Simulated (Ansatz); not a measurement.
RbCl:

```
CELL_PARAMETERS angstrom
0.00000 3.27400 3.27400
3.27400 0.00000 3.27400
3.27400 3.27400 0.00000
ATOMIC_POSITIONS crystal
Rb 0.00000 0.00000 0.00000
Cl 0.50000 0.50000 0.50000
```

Base run:

- Program: Ansatz 0.2.0
- Functional: PBE0
- Potentials or basis: all-electron PAW datasets made for the crystal
- Cutoff: 250 eV (chosen from the basis error)
- k mesh: 6 × 6 × 6
- Occupations: fermi-dirac, width 0.05 eV
- Spin: no spin polarisation

Its results: band gap on the k mesh 7.09 eV, direct; pressure 0.8 GPa.

Problem. The run is repeated on the same cell with these changes: functional from PBE0 to HSE06. What comes out?

Solution. Band gap on the k mesh 6.35 eV, direct; pressure 0.9 GPa.

